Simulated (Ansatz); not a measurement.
Set up this calculation in Ansatz 0.2.0, as the native input.

```yaml
Task: single point
Functional: PBEsol
Potentials_or_basis: Ansatz PAW
Cutoff: "420 eV (not typed: the program's choice for these potentials)"
k_mesh: 12 × 12 × 12
Occupations: fermi-dirac, width 0.05 eV
Spin: no spin polarisation
```

Crystal: V.

```
V
1.0
    -1.51435    1.51435    1.51435
     1.51435   -1.51435    1.51435
     1.51435    1.51435   -1.51435
V
1
Direct
  0.00000 0.00000 0.00000
```

One way to write it, as run:

input.yaml

```yaml
crystal:
  lattice:
    - [-1.51435, 1.51435, 1.51435]
    - [1.51435, -1.51435, 1.51435]
    - [1.51435, 1.51435, -1.51435]
  atoms:
    - { symbol: V, position: [0.0, 0.0, 0.0] }
hamiltonian:
  xc: pbesol
  pseudopotentials: { kind: paw }
kpoints:
  mp_grid: { grid: [12, 12, 12] }
scf:
  occupations: { method: fermi_dirac, width: 0.05 }
output:
  forces: true
  stress: true
  eigenvalues: true
```

Potentials or basis: Ansatz PAW.

Run with:

```console
$ ansatz run input.yaml --threads 2 --pin off --max-ram 5632MiB --backend cpu --events-out ev --progress --plain --runs-dir out
```

Results of the run:

The pressure is -12.0 GPa. The band gap on the k mesh is none (metal or under the smearing width).

Caveat: the PAW data sets come from PBE, with cores solved anew for the run's functional, which leaves a small shift of forces and pressure.

Run time: 0.28 s on 2 threads of AMD EPYC 9R45 96-Core Processor (Zen 5), on a shared host, peak memory 0.3 GiB.
